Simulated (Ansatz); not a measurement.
Rows from a G0W0 calculation on BAs (honeycomb bilayer) (Ansatz 0.2.0; G0W0 on PBE, plane waves, PAW; PAW set soft_1; 6×6×1 mesh, 178 empty bands, screening to 41 eV, PAW set soft_1 files), in eV. Spin-orbit coupling is left out.

| row | k | band | start | Σx | Σc at the solution | Vxc |
| --- | --- | --- | --- | --- | --- | --- |
| A | (0.333, 0.333, 0.000) | c1 | -4.357 | -7.801 | -2.907 | -11.091 |
| B | (0.333, 0.333, 0.000) | v1 | -4.877 | -13.687 | 0.921 | -12.699 |
| C | (0.333, 0.333, 0.000) | v2 | -5.401 | -12.882 | 0.656 | -12.205 |
| D | (0.333, 0.333, 0.000) | c2 | -3.736 | -8.661 | -2.869 | -11.923 |

Question: Work out each quasiparticle level and how far it moved.

The quasiparticle equation reads E = start + Σx + Σc(E) − Vxc.

| row | E (eV) | shift (eV) |
| --- | --- | --- |
| A | -3.974 | +0.383 |
| B | -4.944 | −0.067 |
| C | -5.421 | −0.020 |
| D | -3.343 | +0.393 |

The gap over the computed points goes from 0.52 eV to 0.97 eV.

Limits: not at the basis limit; coarse mesh for a sheet; no spin-orbit coupling.

[Runs of the session that timed out or met a known fault of the program may be left out.]

[Cells called generated may have been cut or substituted from an entry of the Crystallography Open Database or the Materials Project.]

[Hosts, paths, dates, database ids (printed as entryN), source tags and the programs' standing remarks are cut or masked in the printed files.]
